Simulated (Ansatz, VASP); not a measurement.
# One calculation of Tc, two programs

```
Tc
1.0
     2.74000    0.00000    0.00000
    -1.37000    2.37291    0.00000
     0.00000    0.00000    4.39800
Tc
2
Cartesian
  0.0000 1.5819 1.0995
  1.3700 0.7910 3.2985
```

Alike in both runs: task single point; functional PBE; k mesh 15 × 15 × 8; occupations fermi-dirac, width 0.05 eV; no spin polarisation.

|  | VASP | Ansatz |
| --- | --- | --- |
| version | VASP 6.6.1 | Ansatz 0.2.0 |
| potentials or method | VASP PAW PBE potentials, release 64 (Tc_pv), cutoff 520 eV | all-electron LAPW, scalar-relativistic |

```tsv
	VASP	Ansatz	Ansatz less VASP
pressure (GPa)	2.3	2.9	+0.64
largest component of the traceless stress (GPa)	1.06	1.05	-0.009
```

Ansatz ran all-electron here, so the differences hold the error of VASP's frozen core and of both bases.
